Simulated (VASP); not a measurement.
**VASP 6.6.1 run: CdS**

INCAR

```
NELM = 120
LCHARG = .FALSE.
PREC = Accurate
ALGO = Normal
NSW = 0
METAGGA = R2SCAN
LASPH = .TRUE.
ENCUT = 520
LREAL = .FALSE.
EDIFF = 1E-7
NBANDS = 16
SIGMA = 0.01
ISMEAR = 2
ISIF = 2
LWAVE = .FALSE.
IBRION = -1
```

KPOINTS

```
KPOINTS created by Atomic Simulation Environment
0
Gamma
8 8 8
0 0 0
```

POSCAR

```
Cd S
 1.0000000000000000
     0.0000000000000000    2.8085798417999999    2.6656717241000001
     2.8085798417999999    0.0000000000000000    2.6656717241000001
     2.8085798417999999    2.8085798417999999    0.0000000000000000
 Cd  S
   1   1
Cartesian
  0.0000000000000000  0.0000000000000000  0.0000000000000000
  2.8085798417999994  2.8085798417999994  2.6656717241000001
```

The recommended PBE PAW datasets give the neutral cell 18 valence electrons.

Command

```
mpirun -np 1 vasp_std
```

OSZICAR

```
N       E                     dE             d eps       ncg     rms          rms(c)
DAV:   1     0.823799934208E+02    0.82380E+02   -0.95208E+03  1968   0.108E+03
DAV:   2    -0.306520754100E+02   -0.11303E+03   -0.10554E+03  2288   0.263E+02
DAV:   3    -0.345738491281E+02   -0.39218E+01   -0.39157E+01  2312   0.511E+01
DAV:   4    -0.345915830249E+02   -0.17734E-01   -0.17733E-01  2408   0.342E+00
DAV:   5    -0.345917587766E+02   -0.17575E-03   -0.17575E-03  2312   0.321E-01    0.686E+00
DAV:   6    -0.295072796477E+02    0.50845E+01   -0.32779E+00  1984   0.261E+01    0.847E+00
DAV:   7    -0.294741062968E+02    0.33173E-01   -0.27407E-01  2304   0.533E+00    0.515E+00
DAV:   8    -0.294942184627E+02   -0.20112E-01   -0.69457E-02  2152   0.280E+00    0.117E+00
DAV:   9    -0.294987990869E+02   -0.45806E-02   -0.52554E-03  2304   0.656E-01    0.189E-01
DAV:  10    -0.294989386754E+02   -0.13959E-03   -0.17083E-03  2288   0.378E-01    0.118E-01
DAV:  11    -0.294989055087E+02    0.33167E-04   -0.76069E-05  2128   0.110E-01    0.838E-02
DAV:  12    -0.294988997834E+02    0.57254E-05   -0.95772E-05  2224   0.108E-01    0.779E-02
DAV:  13    -0.294988970934E+02    0.26899E-05   -0.29863E-06  2312   0.170E-02    0.918E-03
DAV:  14    -0.294988968212E+02    0.27223E-06   -0.16780E-07  2208   0.402E-03    0.440E-03
DAV:  15    -0.294988966519E+02    0.16932E-06   -0.22934E-08  1168   0.114E-03    0.146E-04
DAV:  16    -0.294988966551E+02   -0.32537E-08   -0.17915E-09  1072   0.303E-04
   1 F= -.29498897E+02 E0= -.29498898E+02  d E =0.430164E-05
```

From OUTCAR

```
k-points           NKPTS =     59   k-points in BZ     NKDIM =     59   number of bands    NBANDS=     16

   NELECT =      18.0000    total number of electrons

   dimension x,y,z NGX =    30 NGY =   30 NGZ =   30
   dimension x,y,z NGXF=    60 NGYF=   60 NGZF=   60

  energy-cutoff  :      520.00
  volume of cell :       42.05
      direct lattice vectors                 reciprocal lattice vectors
     0.000000000  2.808579842  2.665671724    -0.178025916  0.178025916  0.187569983
     2.808579842  0.000000000  2.665671724     0.178025916 -0.178025916  0.187569983
     2.808579842  2.808579842  0.000000000     0.178025916  0.178025916 -0.187569983

 k-points in reciprocal lattice and weights: KPOINTS created by Atomic Simulation Env
   0.00000000  0.00000000  0.00000000       0.002
   0.12500000  0.00000000  0.00000000       0.016
   0.25000000  0.00000000  0.00000000       0.016
   0.37500000  0.00000000  0.00000000       0.016
   0.50000000  0.00000000  0.00000000       0.008
   0.12500000  0.12500000  0.00000000       0.004
   0.25000000  0.12500000  0.00000000       0.016
   0.37500000  0.12500000  0.00000000       0.016
   ...

 E-fermi :   2.5194

 k-point     1 :       0.0000    0.0000    0.0000
  band No.  band energies     occupation
      1     -10.7096      2.00000
      2      -5.4245      2.00000
      3      -5.4245      2.00000
      4      -5.4028      2.00000
      5      -5.4023      2.00000
      6      -5.3688      2.00000
      7       1.4901      2.00000
      8       1.8012      2.00000
      9       1.8012      2.00000
     10       3.8267      0.00000
     11      12.0445      0.00000
     12      12.0445      0.00000
     13      12.3095      0.00000
     14      14.0558      0.00000
     15      14.0558      0.00000
     16      14.3838      0.00000

 k-point     2 :       0.1250    0.0000    0.0000
  band No.  band energies     occupation
      1     -10.5796      2.00000
      2      -5.4549      2.00000
      3      -5.4487      2.00000
      4      -5.4271      2.00000
      5      -5.3885      2.00000
      6      -5.3571      2.00000
      7       0.5988      2.00000
      8       1.7430      2.00000
      9       1.8635      2.00000
     10       4.9002      0.00000
     11      10.9029      0.00000
     12      11.5685      0.00000
     13      12.0866      0.00000
     14      13.0714      0.00000
     15      13.2870      0.00000
     16      14.4056      0.00000

 k-point     3 :       0.2500    0.0000    0.0000
  band No.  band energies     occupation
      1     -10.2331      2.00000
      2      -5.5786      2.00000
      3      -5.5439      2.00000
      4      -5.4686      2.00000
      5      -5.3148      2.00000
      6      -5.3085      2.00000
      7      -0.8724      2.00000
      8       2.0211      2.00000
      9       2.0346      2.00000
     10       6.2082      0.00000
     11       9.6383      0.00000
     12      10.1065      0.00000
     13      10.8986      0.00000
     14      13.6046      0.00000
     15      13.8193      0.00000
     16      14.1095      0.00000

 ...

  Total       -0.8382174     -0.8382174      0.1347239      0.0000000     -0.0000000      0.0000000
  in kB      -31.9342751    -31.9342751      5.1326891      0.0000000     -0.0000000      0.0000000
  external PRESSURE =     -19.5786204 kB  Pullay stress =       0.0000000 kB

 POSITION                                       TOTAL-FORCE (eV/Angst)
 -----------------------------------------------------------------------------------
      0.00000      0.00000      0.00000        -0.000000      0.000000     -0.000000
      2.80858      2.80858      2.66567         0.000000     -0.000000      0.000000
 -----------------------------------------------------------------------------------
    total drift:                               -0.000000      0.000000      0.000000

  FREE ENERGIE OF THE ION-ELECTRON SYSTEM (eV)
  ---------------------------------------------------
  free  energy   TOTEN  =       -29.4988966551 eV

  energy  without entropy=      -29.4989009568  energy(sigma->0) =      -29.49889773
```

It converged. Results: gap between bands v and c on the k mesh 0.48 eV; least direct gap on the k mesh 2.03 eV; pressure -2.0 GPa. Band v is the last that the valence electrons fill when counted band by band, and c is the next.

For comparison, a separate r²SCAN run of the intended cell, on usual settings and not on those above, gives a gap of 0.48 eV on its mesh and a pressure of -2.0 GPa.

The run above took about 85 s on one core of a shared host (Intel Xeon 6975P-C) and held 0.18 GiB at most.
